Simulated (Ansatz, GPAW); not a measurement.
TlCl: PBE in single-zeta orbitals, run from Python

These are simulated results from GPAW 26.7.0, not measurements. The cell began as a measured structure and was relaxed with r2SCAN+rVV10 in plane waves (Ansatz 0.2.0). All runs are without spin polarisation.

Space group Pm-3m (No. 221), cubic; a = 3.794 Å in the conventional setting, 27.30 Å³ an atom. Tl has 8 Cl at 3.29 Å; Cl has 8 Tl at 3.29 Å.

The basis is minimal: single zeta, one radial function for each shell that the log's basis lists. It describes the filled bands fairly and the empty ones poorly.

run.py reads:

```python
import json
from ase import Atoms
from gpaw import GPAW, PW, FermiDirac

atoms = Atoms(['Tl', 'Cl'],
              cell=[[3.793635, 0.0, -0.0], [0.0, 3.793635, 0.0], [-0.0, 0.0, 3.793635]],
              scaled_positions=[[0.0, 0.0, -0.0], [0.5, 0.5, 0.5]],
              pbc=True)
calc = GPAW(mode='lcao', basis='sz(dzp)', h=0.2, xc='PBE', kpts={'size': (4, 4, 4), 'gamma': True},
            occupations=FermiDirac(0.02), maxiter=100, legacy_gpaw=True, txt='gpaw.txt')
atoms.calc = calc
res = {'energy': atoms.get_potential_energy(force_consistent=True)}
res['electrons'] = calc.get_number_of_electrons()
res['k'] = calc.get_ibz_k_points().tolist()
res['levels'] = [calc.get_eigenvalues(kpt=i).tolist() for i in range(len(res['k']))]
points = [[0.0, 0.0, 0.0], [0.0, 0.5, 0.0], [0.5, 0.5, 0.0], [0.5, 0.5, 0.5], [0.0, 0.0, 0.5]]
bands = calc.fixed_density(kpts=points, symmetry='off', txt='bands.txt')
res['points'] = [bands.get_eigenvalues(kpt=i).tolist() for i in range(len(points))]
json.dump(res, open('results.json', 'w'))
print('free energy (eV):', round(res['energy'], 5))
```

Command: `python run.py`. It took 4.4 s on 1 thread of Arm Neoverse V1 (shared host), peak memory 0.15 GiB.

The log gpaw.txt, trimmed of paths, versions and times, then the last line on the terminal. An iter line gives the energy in eV and the logarithms of the changes of orbitals (plane waves alone) and density (c: converged):

```
___ ___ ___ _ _ _
 |   |   |_  | | | |

 | | | | | . | | | |

 |__ |  _|___|_____|  26.7.0
 |___|_|

Input parameters:
  basis: sz(dzp)
  h: 0.2
  kpts: {gamma: True,
         size: (4, 4, 4)}
  maxiter: 100
  mode: lcao
  occupations: {fixmagmom: False,
                name: fermi-dirac,
                width: 0.02}
  xc: PBE

System changes: positions, numbers, cell, pbc, initial_charges, initial_magmoms

Initialize ...

species:
  Tl:
    name:    Thallium
    Z:       81.0
    valence: 13
    core:    68
    charge:  0.0  # [|e|]
    compensation charges:
      type: gauss
      rc: 0.38  # [Å]
      lmax: 2
    cutoffs:
      filter: 2.11  # [Å]
      core: 2.55  # [Å]
    projectors
    | kind |    occ | energy [eV] | rcut [Å] |

    |------|--------|-------------|----------|

    |   6s |  2.000 |      -9.493 |    1.212 |

    |   6p |  1.000 |      -2.379 |    1.270 |

    |   5d | 10.000 |     -15.517 |    1.191 |

    |    s |        |      17.718 |    1.212 |

    |    p |        |      24.832 |    1.270 |

    |    d |        |      11.695 |    1.191 |

    LCAO basis set for Tl:
      Name: sz(dzp)
      Number of radial functions: 3
      Number of spherical harmonics: 9
        l=0, rc=7.3438 Bohr: 6s-sz confined orbital
        l=1, rc=11.0312 Bohr: 6p-sz confined orbital
        l=2, rc=4.8750 Bohr: 5d-sz confined orbital
      Number of RI-basis functions 0

  Cl:
    name:    Chlorine
    Z:       17.0
    valence: 7
    core:    10
    charge:  0.0  # [|e|]
    compensation charges:
      type: gauss
      rc: 0.25  # [Å]
      lmax: 2
    cutoffs:
      filter: 1.40  # [Å]
      core: 1.49  # [Å]
    projectors
    | kind |    occ | energy [eV] | rcut [Å] |

    |------|--------|-------------|----------|

    |   3s |  2.000 |     -20.689 |    0.794 |

    |   3p |  5.000 |      -8.594 |    0.794 |

    |    s |        |       6.523 |    0.794 |

    |    p |        |      18.617 |    0.794 |

    |    d |        |       0.000 |    0.794 |

    LCAO basis set for Cl:
      Name: sz(dzp)
      Number of radial functions: 2
      Number of spherical harmonics: 4
        l=0, rc=5.1719 Bohr: 3s-sz confined orbital
        l=1, rc=6.2656 Bohr: 3p-sz confined orbital
      Number of RI-basis functions 0

Reference energy: -562599.929667  # eV

Spin-paired calculation

Convergence criteria:
 Maximum [total energy] change in last 3 cyles: 0.0005 eV / valence electron
 Maximum integral of absolute [dens]ity change: 0.0001 electrons / valence electron
 Maximum integral of absolute [eigenst]ate change: 4e-08 eV^2 / valence electron
 Maximum number of scf [iter]ations: 100
 (Square brackets indicate name in SCF output, whereas a 'c' in
 the SCF output indicates the quantity has converged.)

Symmetries present (total): 48

  ( 1  0  0)  ( 1  0  0)  ( 1  0  0)  ( 1  0  0)  ( 1  0  0)  ( 1  0  0)
  ( 0  1  0)  ( 0  1  0)  ( 0  0  1)  ( 0  0  1)  ( 0  0 -1)  ( 0  0 -1)
  ( 0  0  1)  ( 0  0 -1)  ( 0  1  0)  ( 0 -1  0)  ( 0  1  0)  ( 0 -1  0)

  ( 1  0  0)  ( 1  0  0)  ( 0  1  0)  ( 0  1  0)  ( 0  1  0)  ( 0  1  0)
  ( 0 -1  0)  ( 0 -1  0)  ( 1  0  0)  ( 1  0  0)  ( 0  0  1)  ( 0  0  1)
  ( 0  0  1)  ( 0  0 -1)  ( 0  0  1)  ( 0  0 -1)  ( 1  0  0)  (-1  0  0)

  ( 0  1  0)  ( 0  1  0)  ( 0  1  0)  ( 0  1  0)  ( 0  0  1)  ( 0  0  1)
  ( 0  0 -1)  ( 0  0 -1)  (-1  0  0)  (-1  0  0)  ( 1  0  0)  ( 1  0  0)
  ( 1  0  0)  (-1  0  0)  ( 0  0  1)  ( 0  0 -1)  ( 0  1  0)  ( 0 -1  0)

  ( 0  0  1)  ( 0  0  1)  ( 0  0  1)  ( 0  0  1)  ( 0  0  1)  ( 0  0  1)
  ( 0  1  0)  ( 0  1  0)  ( 0 -1  0)  ( 0 -1  0)  (-1  0  0)  (-1  0  0)
  ( 1  0  0)  (-1  0  0)  ( 1  0  0)  (-1  0  0)  ( 0  1  0)  ( 0 -1  0)

  ( 0  0 -1)  ( 0  0 -1)  ( 0  0 -1)  ( 0  0 -1)  ( 0  0 -1)  ( 0  0 -1)
  ( 1  0  0)  ( 1  0  0)  ( 0  1  0)  ( 0  1  0)  ( 0 -1  0)  ( 0 -1  0)
  ( 0  1  0)  ( 0 -1  0)  ( 1  0  0)  (-1  0  0)  ( 1  0  0)  (-1  0  0)

  ( 0  0 -1)  ( 0  0 -1)  ( 0 -1  0)  ( 0 -1  0)  ( 0 -1  0)  ( 0 -1  0)
  (-1  0  0)  (-1  0  0)  ( 1  0  0)  ( 1  0  0)  ( 0  0  1)  ( 0  0  1)
  ( 0  1  0)  ( 0 -1  0)  ( 0  0  1)  ( 0  0 -1)  ( 1  0  0)  (-1  0  0)

  ( 0 -1  0)  ( 0 -1  0)  ( 0 -1  0)  ( 0 -1  0)  (-1  0  0)  (-1  0  0)
  ( 0  0 -1)  ( 0  0 -1)  (-1  0  0)  (-1  0  0)  ( 0  1  0)  ( 0  1  0)
  ( 1  0  0)  (-1  0  0)  ( 0  0  1)  ( 0  0 -1)  ( 0  0  1)  ( 0  0 -1)

  (-1  0  0)  (-1  0  0)  (-1  0  0)  (-1  0  0)  (-1  0  0)  (-1  0  0)
  ( 0  0  1)  ( 0  0  1)  ( 0  0 -1)  ( 0  0 -1)  ( 0 -1  0)  ( 0 -1  0)
  ( 0  1  0)  ( 0 -1  0)  ( 0  1  0)  ( 0 -1  0)  ( 0  0  1)  ( 0  0 -1)

64 k-points: 4 x 4 x 4 Monkhorst-Pack grid + [1/8,1/8,1/8]
10 k-points in the irreducible part of the Brillouin zone
       k-points in crystal coordinates                weights
   0:     0.00000000    0.00000000    0.00000000          1/64
   1:     0.25000000    0.00000000    0.00000000          6/64
   2:     0.25000000    0.25000000    0.00000000         12/64
   3:     0.25000000    0.25000000    0.25000000          8/64
   4:     0.50000000    0.00000000    0.00000000          3/64
   5:     0.50000000    0.25000000    0.00000000         12/64
   6:     0.50000000    0.25000000    0.25000000         12/64
   7:     0.50000000    0.50000000    0.00000000          3/64
   8:     0.50000000    0.50000000    0.25000000          6/64
   9:     0.50000000    0.50000000    0.50000000          1/64

Wave functions: LCAO
  Diagonalizer: Serial LAPACK
  Atomic Correction: dense with blas
  Data-type: complex

Occupation numbers: Fermi-Dirac:
  width: 0.0200  # eV

Eigensolver
   LCAO using direct dense diagonalizer

Densities:
  Coarse grid: 20*20*20 grid
  Fine grid: 40*40*40 grid
  Total Charge: 0.000000

Density mixing:
  Method: separate
  Backend: msr1
  Linear mixing parameter: 0.05
  old densities: 10
  Width of damping distribution: 1.1
  Damping of long wavelength oscillations: 20

Hamiltonian:
  XC and Coulomb potentials evaluated on a 40*40*40 grid
  Using the PBE Exchange-Correlation functional
  Interpolation: tri-quintic (5. degree polynomial)
  Poisson solver: FastPoissonSolver using
    Stencil: 6*3+1=19 point O(h^6) finite-difference Laplacian
    FFT axes: [np.int64(0), np.int64(1), np.int64(2)]
    FST axes: []

XC parameters: PBE with 2 nearest neighbor stencil

Memory estimate:
  Process memory now: 114.63 MiB
  Calculator: 15.43 MiB
    Density: 9.78 MiB
      Arrays: 1.59 MiB
      Localized functions: 6.97 MiB
      Mixer: 1.22 MiB
    Hamiltonian: 1.49 MiB
      Arrays: 1.04 MiB
      XC: 0.00 MiB
      Poisson: 0.00 MiB
      vbar: 0.46 MiB
    Wavefunctions: 4.16 MiB
      C [qnM]: 0.03 MiB
      S, T [2 x qmm]: 0.05 MiB
      P [aqMi]: 0.00 MiB
      BasisFunctions: 4.08 MiB
      Eigensolver: 0.00 MiB

Total number of cores used: 1

Number of atoms: 2
Number of atomic orbitals: 13
Number of bands in calculation: 13
Number of valence electrons: 20
Bands to converge: occupied

... initialized

Initializing position-dependent things.

Density initialized from atomic densities
   .--------.
  /|        |

 * |        |

 | |   Cl   |

 | |        |

 | .--------.
 |/        /
 Tl-------*
Positions:
   0 Tl     0.000000    0.000000    0.000000    ( 0.0000,  0.0000,  0.0000)
   1 Cl     1.896818    1.896818    1.896818    ( 0.0000,  0.0000,  0.0000)

Unit cell:
           periodic     x           y           z      points  spacing
  1. axis:    yes    3.793635    0.000000   -0.000000    20     0.1897
  2. axis:    yes    0.000000    3.793635    0.000000    20     0.1897
  3. axis:    yes   -0.000000    0.000000    3.793635    20     0.1897

  Lengths:   3.793635   3.793635   3.793635
  Angles:   90.000000  90.000000  90.000000

Effective grid spacing dv^(1/3) = 0.1897

iter:   1    -5.067423        c
iter:   2    -5.024547        c -1.36
iter:   3    -4.828166        c -1.39
iter:   4    -4.825240        c -2.18
iter:   5    -4.824509c       c -2.38
iter:   6    -4.824502c       c -3.53
iter:   7    -4.824502c       c -4.64c

Converged after 7 iterations.

Energy contributions relative to reference atoms: (reference = -562599.929667)

Kinetic:        +86.319671
Potential:      -79.875584
External:        +0.000000
XC:             -11.431628
Entropy (-ST):   -0.000000
Local:           +0.163038
SIC:             +0.000000
--------------------------
Free energy:     -4.824502
Extrapolated:    -4.824502

Showing only first 2 kpts
 Kpt  Band  Eigenvalues  Occupancy
  0     8      2.35013    2.00000
  0     9      2.35013    2.00000
  0    10     11.91285    0.00000
  0    11     11.91285    0.00000

  1     8      2.60185    2.00000
  1     9      3.00514    2.00000
  1    10      8.56882    0.00000
  1    11     11.62956    0.00000

Fermi level: 4.80164

Gap: 1.886 eV
Transition (v -> c):
  (s=0, k=4, n=9, [0.50, 0.00, 0.00]) -> (s=0, k=4, n=10, [0.50, 0.00, 0.00])
No difference between direct/indirect transitions

free energy (eV): -4.8245
```

The gap in the log is over the mesh alone; results.json adds the listed points. PBE in single-zeta orbitals gives a gap of 1.89 eV. On the same cell, plane-wave PBE (Ansatz, 6×6×6 k points and the special points) gives a gap of 1.99 eV and r2SCAN a gap of 2.42 eV; on shared hosts these took about 1.7 and 3.9 core-seconds on the 2-atom cell, against 4.4 for the script. Spin-orbit coupling, left out in all these runs, can cut or reorder the gap by tenths of an eV, up to about 1 eV with Pb or Bi.

Spin-orbit coupling is left out; in compounds of Pb, Bi, Tl or Hg it can lower a gap by up to about 1 eV, split its edges or invert the bands.
